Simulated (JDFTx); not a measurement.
# HfC (Fm-3m) in JDFTx: a series of runs

The runs below take HfC through equation of state, with LDA.

Everything below comes from runs of JDFTx 1.7.0 (patched build). Logs are shortened: lines on timing, memory, paths and dates and some standing lists are left out, and cuts for length are marked. The log counts tension as positive stress, the text compression.

**1. Starting point**

Symmetry: Fm-3m, No. 225, cubic system. The conventional cell has a = 4.650 Å, b = 4.650 Å, c = 4.650 Å, α = 90.00°, β = 90.00°, γ = 90.00°. Hf (site symmetry m-3m) is surrounded by 6 C at 2.33 Å. C (site symmetry m-3m) has 6 Hf at 2.33 Å as nearest neighbours.

**2. Equation of state, LDA, 11.81 Å³/atom (volume scaled by 0.94)**

File HfC.in:

```
lattice Face-Centered Cubic 8.6078449936
coords-type Lattice
ion Hf     0.5000000000     0.5000000000     0.5000000000 1
ion C      0.0000000000     0.0000000000     0.0000000000 1

ion-species pseudo/Hf.upf
ion-species pseudo/C.upf
elec-cutoff 41 328
elec-ex-corr lda-PW
kpoint-folding 10 10 10
elec-smearing Fermi 0.0018374661
elec-n-bands 14
electronic-SCF nIterations 100 energyDiffThreshold 1e-09
electronic-minimize nIterations 30 energyDiffThreshold 1e-7
forces-output-coords Cartesian

dump-name run.$VAR
dump End Ecomponents EigStats BandEigs Kpoints Forces Stress
```

Potentials or basis: PseudoDojo-SR-LDA-0.4.1-standard.

Run with:

```
$ jdftx -c 1 -i HfC.in -o HfC.out
```

The program printed:

```text
*************** JDFTx 1.7.0 (patched build) ***************

Input parsed successfully to the following command list (including defaults):
[... the input with its defaults ...]

---------- Setting up symmetries ----------

Found 48 point-group symmetries of the bravais lattice
Found 48 space-group symmetries with basis
Applied RMS atom displacement 0 bohrs to make symmetries exact.

---------- Initializing the Grid ----------
R =
[            0      4.30392      4.30392  ]
[      4.30392            0      4.30392  ]
[      4.30392      4.30392            0  ]
unit cell volume = 159.45
G =
[  -0.729937   0.729937   0.729937  ]
[   0.729937  -0.729937   0.729937  ]
[   0.729937   0.729937  -0.729937  ]
Minimum fftbox size, Smin = [  52  52  52  ]
Chosen fftbox size, S = [  54  54  54  ]

---------- Initializing tighter grid for wavefunction operations ----------
R =
[            0      4.30392      4.30392  ]
[      4.30392            0      4.30392  ]
[      4.30392      4.30392            0  ]
unit cell volume = 159.45
G =
[  -0.729937   0.729937   0.729937  ]
[   0.729937  -0.729937   0.729937  ]
[   0.729937   0.729937  -0.729937  ]
Minimum fftbox size, Smin = [  36  36  36  ]
Chosen fftbox size, S = [  36  36  36  ]

---------- Exchange Correlation functional ----------
Initalized Slater LDA exchange.
Initalized Perdew-Wang LDA correlation.

---------- Setting up pseudopotentials ----------
Width of ionic core gaussian charges (only for fluid interactions / plotting) set to 0

Reading pseudopotential file 'pseudo/Hf.upf':
  'Hf' pseudopotential, 'SLA  PW   NOGX NOGC' functional
  Generated using ONCVPSP code by D. R. Hamann
  12 valence electrons, 4 orbitals, 8 projectors, 1001 radial grid points, with lMax = 3
    5S    l: 0   occupation:  2.0   eigenvalue: -2.468627
    5P    l: 1   occupation:  6.0   eigenvalue: -1.312511
    5D    l: 2   occupation:  2.0   eigenvalue: -0.105476
    6S    l: 0   occupation:  2.0   eigenvalue: -0.193355
  Core radius for overlap checks: 2.38 bohrs.

Reading pseudopotential file 'pseudo/C.upf':
  'C' pseudopotential, 'SLA  PW   NOGX NOGC' functional
  Generated using ONCVPSP code by D. R. Hamann
  4 valence electrons, 2 orbitals, 4 projectors, 1001 radial grid points, with lMax = 1
    2S    l: 0   occupation:  2.0   eigenvalue: -0.501235
    2P    l: 1   occupation:  2.0   eigenvalue: -0.199029
  Core radius for overlap checks: 1.21 bohrs.

Initialized 2 species with 2 total atoms.

Folded 1 k-points by 10x10x10 to 1000 k-points.

---------- Setting up k-points, bands, fillings ----------
Reduced to 47 k-points under symmetry.
Computing the number of bands and number of electrons
Calculating initial fillings.
nElectrons:  16.000000   nBands: 14   nStates: 47

----- Setting up reduced wavefunction bases (one per k-point) -----
average nbasis = 1998.977 , ideal nbasis = 1999.370

---------- Setting up ewald sum ----------
Optimum gaussian width for ewald sums = 1.954767 bohr.
Real space sum over 1331 unit cells with max indices [  5  5  5  ]
Reciprocal space sum over 2197 terms with max indices [  6  6  6  ]

---------- Allocating electronic variables ----------
Initializing wave functions:  linear combination of atomic orbitals
Hf pseudo-atom occupations:   s ( 2 2 )  p ( 6 )  d ( 2 )
C pseudo-atom occupations:   s ( 2 )  p ( 2 )
	FillingsUpdate:  mu: +0.639998688  nElectrons: 16.000000
LCAOMinimize: Iter:   0  F: -55.8919948431756168  |grad|_K:  1.008e-02  alpha:  1.000e+00
	FillingsUpdate:  mu: +0.601619618  nElectrons: 16.000000
LCAOMinimize: Iter:   1  F: -56.0681183849195151  |grad|_K:  9.611e-04  alpha:  3.377e-01  linmin:  3.402e-01  cgtest: -9.427e-01
LCAOMinimize: 	Bad step direction: g.d > 0.
[... 9 lines of inner loops ...]
LCAOMinimize: Iter:   5  F: -56.0696240193565600  |grad|_K:  8.782e-07  alpha:  4.777e-01  linmin: -2.529e-05  cgtest: -1.943e-03
	FillingsUpdate:  mu: +0.611386310  nElectrons: 16.000000
LCAOMinimize: Iter:   6  F: -56.0696240219046800  |grad|_K:  3.576e-09  alpha:  6.249e-01  linmin:  1.747e-02  cgtest:  3.653e-03
LCAOMinimize: Converged (|Delta F|<1.000000e-06 for 2 iters).

-------- Electronic minimization -----------
Will mix electronic density at each iteration.
	FillingsUpdate:  mu: +0.611386310  nElectrons: 16.000000
	FillingsUpdate:  mu: +0.600123497  nElectrons: 16.000000
SCF: Cycle:  0   F: -56.100361341812750   dF: -3.074e-02   |Residual|: 4.058e-02   |deigs|: 2.336e-02
	FillingsUpdate:  mu: +0.594601385  nElectrons: 16.000000
SCF: Cycle:  1   F: -56.101636356195534   dF: -1.275e-03   |Residual|: 1.524e-02   |deigs|: 6.317e-03
	FillingsUpdate:  mu: +0.594394076  nElectrons: 16.000000
SCF: Cycle:  2   F: -56.101719785621157   dF: -8.343e-05   |Residual|: 6.744e-03   |deigs|: 2.841e-03
	FillingsUpdate:  mu: +0.593799703  nElectrons: 16.000000
SCF: Cycle:  3   F: -56.101728733358350   dF: -8.948e-06   |Residual|: 1.018e-03   |deigs|: 1.271e-03
	FillingsUpdate:  mu: +0.593957759  nElectrons: 16.000000
SCF: Cycle:  4   F: -56.101729506185201   dF: -7.728e-07   |Residual|: 3.786e-04   |deigs|: 2.509e-04
	FillingsUpdate:  mu: +0.593909893  nElectrons: 16.000000
SCF: Cycle:  5   F: -56.101729647751419   dF: -1.416e-07   |Residual|: 7.610e-05   |deigs|: 7.563e-05
	FillingsUpdate:  mu: +0.593899612  nElectrons: 16.000000
SCF: Cycle:  6   F: -56.101729659346951   dF: -1.160e-08   |Residual|: 5.089e-05   |deigs|: 4.287e-05
	FillingsUpdate:  mu: +0.593906883  nElectrons: 16.000000
SCF: Cycle:  7   F: -56.101729663240185   dF: -3.893e-09   |Residual|: 1.236e-05   |deigs|: 3.016e-05
	FillingsUpdate:  mu: +0.593908367  nElectrons: 16.000000
SCF: Cycle:  8   F: -56.101729663811575   dF: -5.714e-10   |Residual|: 5.330e-06   |deigs|: 2.468e-05
	FillingsUpdate:  mu: +0.593909153  nElectrons: 16.000000
SCF: Cycle:  9   F: -56.101729663924971   dF: -1.134e-10   |Residual|: 5.023e-06   |deigs|: 2.049e-05
SCF: Converged (|Delta E|<1.000000e-09 for 2 iters).

Setting wave functions to eigenvectors of Hamiltonian

# Stress tensor in Cartesian coordinates [Eh/a0^3]:
[ -4.23291e-05            0            0  ]
[            0 -4.23291e-05            0  ]
[            0            0 -4.23291e-05  ]

# Ionic positions in lattice coordinates:
ion Hf   0.500000000000000   0.500000000000000   0.500000000000000 1
ion C   0.000000000000000   0.000000000000000   0.000000000000000 1

# Forces in Cartesian coordinates:
force Hf  -0.000000000000000  -0.000000000000000  -0.000000000000000 1
force C  -0.000000000000000   0.000000000000000   0.000000000000000 1

# Energy components:
   Eewald =      -48.6876964807547310
       EH =        6.2755183570642714
     Eloc =      -24.8081602867341182
      Enl =        2.3090985812934015
      Exc =      -16.3609435597152171
 Exc_core =        6.4569587275559801
       KE =       18.7135906452538059
-------------------------------------
     Etot =      -56.1016340160366127
       TS =        0.0000956478883605
-------------------------------------
        F =      -56.1017296639249707

IonicMinimize: Iter:   0  F: -56.101729663924971  |grad|_K:        nan
IonicMinimize: None of the convergence criteria satisfied after 0 iterations.

#--- Lowdin population analysis ---
# oxidation-state Hf +0.672
# oxidation-state C -0.642

Dumping 'run.eigStats' ...
	eMin: -1.639964 at state 0 ( [ +0.000000 +0.000000 +0.000000 ] spin 0 )
	HOMO: +0.593366 at state 30 ( [ +0.000000 +0.500000 +0.500000 ] spin 0 )
	mu  : +0.593909
	LUMO: +0.597985 at state 6 ( [ +0.000000 +0.100000 +0.100000 ] spin 0 )
	eMax: +1.107903 at state 45 ( [ +0.200000 +0.400000 -0.300000 ] spin 0 )
	HOMO-LUMO gap: +0.004619
	Optical gap  : +0.024755 at state 28 ( [ +0.000000 +0.400000 +0.500000 ] spin 0 )
Done!
[note: the HOMO, LUMO and gaps printed at the end count levels as full or empty at half filling, so they show a gap where a level is partly filled]
```

Wall time 58 s (1 thread of Arm Neoverse V1, shared host); peak memory 0.12 GiB.

Results:

```yaml
Free_energy: -1526.6058 eV
Pressure: 1.2 GPa
Band_gap_on_the_k_mesh: none (metal or under the smearing width)
Loewdin_charges: Hf +0.67; C -0.64 e
```

**3. Equation of state, LDA, 12.07 Å³/atom (volume scaled by 0.96)**

HfC.in: that of step 2 with these lines changed.

```diff
@@ -1,2 +1,2 @@
-lattice Face-Centered Cubic 8.6078449936
+lattice Face-Centered Cubic 8.6684656174
 coords-type Lattice
@@ -17,2 +17,2 @@
 dump-name run.$VAR
-dump End Ecomponents EigStats BandEigs Kpoints Forces Stress
+dump End Ecomponents EigStats BandEigs Kpoints Forces Stress ElecDensity Dtot KEdensity
```

Potentials or basis: PseudoDojo-SR-LDA-0.4.1-standard.

Run with:

```
$ jdftx -c 1 -i HfC.in -o HfC.out
```

Wall time 61 s (1 thread of Arm Neoverse V1, shared host); peak memory 0.13 GiB.

The run converged. Its results:

| Quantity | Value |
| --- | --- |
| Free energy | -1526.6012 eV |
| Pressure | -4.3 GPa |
| Band gap on the k mesh | none (metal or under the smearing width) |
| Loewdin charges | Hf +0.69; C -0.66 e |

**4. Equation of state, LDA, 12.32 Å³/atom (volume scaled by 0.98)**

HfC.in: that of step 3 with these lines changed.

```diff
@@ -1,2 +1,2 @@
-lattice Face-Centered Cubic 8.6684656174
+lattice Face-Centered Cubic 8.7282500282
 coords-type Lattice
```

Run with:

```
$ jdftx -c 1 -i HfC.in -o HfC.out
```

It took 61 s on 1 thread of Arm Neoverse V1, shared host; peak memory 0.13 GiB.

The run converged. Its results:

```yaml
Free_energy: -1526.5801 eV
Pressure: -9.2 GPa
Band_gap_on_the_k_mesh: none (metal or under the smearing width)
Loewdin_charges: Hf +0.70; C -0.67 e
```

**5. Equation of state, LDA, 12.57 Å³/atom**

HfC.in: that of step 4 with these lines changed.

```diff
@@ -1,2 +1,2 @@
-lattice Face-Centered Cubic 8.7282500282
+lattice Face-Centered Cubic 8.7872264795
 coords-type Lattice
```

Run with:

```
$ jdftx -c 1 -i HfC.in -o HfC.out
```

Wall time 62 s (1 thread of Arm Neoverse V1, shared host); peak memory 0.13 GiB.

Results (log left out):

* Free energy: -1526.5443 eV
* Pressure: -13.7 GPa
* Band gap on the k mesh: none (metal or under the smearing width)
* Loewdin charges: Hf +0.72; C -0.68 e

**6. Equation of state, LDA, 12.82 Å³/atom (volume scaled by 1.02)**

HfC.in: that of step 5 with these lines changed.

```diff
@@ -1,2 +1,2 @@
-lattice Face-Centered Cubic 8.7872264795
+lattice Face-Centered Cubic 8.8454217282
 coords-type Lattice
```

Potentials or basis: PseudoDojo-SR-LDA-0.4.1-standard.

Run with:

```
$ jdftx -c 1 -i HfC.in -o HfC.out
```

It took 77 s on 1 thread of Arm Neoverse V1, shared host; peak memory 0.13 GiB.

Results (log left out):

```
Free energy            : -1526.4952 eV
Pressure               : -17.7 GPa
Band gap on the k mesh : none (metal or under the smearing width)
Loewdin charges        : Hf +0.73; C -0.69 e
```

**7. Equation of state, LDA, 13.07 Å³/atom (volume scaled by 1.04)**

HfC.in: that of step 6 with these lines changed.

```diff
@@ -1,2 +1,2 @@
-lattice Face-Centered Cubic 8.8454217282
+lattice Face-Centered Cubic 8.9028611413
 coords-type Lattice
```

Run with:

```
$ jdftx -c 1 -i HfC.in -o HfC.out
```

Run time: 79 s. Hardware: 1 thread of Arm Neoverse V1, shared host; peak memory 0.13 GiB.

The run converged. Its results:

- Free energy: -1526.4342 eV
- Pressure: -21.3 GPa
- Band gap on the k mesh: none (metal or under the smearing width)
- Loewdin charges: Hf +0.74; C -0.71 e

**8. Equation of state, LDA, 13.32 Å³/atom (volume scaled by 1.06)**

HfC.in: that of step 7 with these lines changed.

```diff
@@ -1,2 +1,2 @@
-lattice Face-Centered Cubic 8.9028611413
+lattice Face-Centered Cubic 8.9595687919
 coords-type Lattice
```

Run with:

```
$ jdftx -c 1 -i HfC.in -o HfC.out
```

Run time: 79 s. Hardware: 1 thread of Arm Neoverse V1, shared host; peak memory 0.13 GiB.

The run converged. Its results:

* Free energy: -1526.3624 eV
* Pressure: -24.5 GPa
* Band gap on the k mesh: none (metal or under the smearing width)
* Loewdin charges: Hf +0.76; C -0.72 e

**9. Equation of state, LDA**

Potentials or basis: PseudoDojo-SR-LDA-0.4.1-standard.

This step only gathers the single runs of the series.

What came out:

* Equilibrium volume: 11.87 Å³/atom
* Bulk modulus: 268 GPa
* Pressure derivative of the bulk modulus: 4.0

Energy against volume, from the lowest point:
| volume (Å³/atom) | energy (meV/atom) |
| --- | --- |
| 11.814 | 0.00 |
| 12.065 | 2.34 |
| 12.317 | 12.87 |
| 12.568 | 30.77 |
| 12.819 | 55.31 |
| 13.071 | 85.82 |
| 13.322 | 121.69 |

Spin-orbit coupling is left out, which matters for the levels of Hf. LDA usually gives volumes a few per cent too small.
